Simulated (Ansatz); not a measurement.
Consider RbBr in the rock salt structure (space group Fm-3m, No. 225; a = 6.843 Å). Axes: x, y, z lie along the cube axes.

Calculations: PBEsol (Ansatz, a quantum-chemistry and plane-wave program), without spin-orbit coupling.

The change: every lattice vector is shortened by 1.00 %, atoms relaxed at fixed cell.

**Question.** Predict the stress tensor and what it implies for the stiffness.

**Answer.** Stress of the strained cell less that of the base (GPa, compression positive):
```
   0.45    0.00    0.00
   0.00    0.45    0.00
   0.00    0.00    0.45
```

Then B = −ΔP/(ΔV/V₀) with ΔV/V₀ = -0.0297 gives secant stiffness values (nonlinear terms included at this strain): B ≈ 15 GPa.

Whether these cells are dynamically stable was not tested.
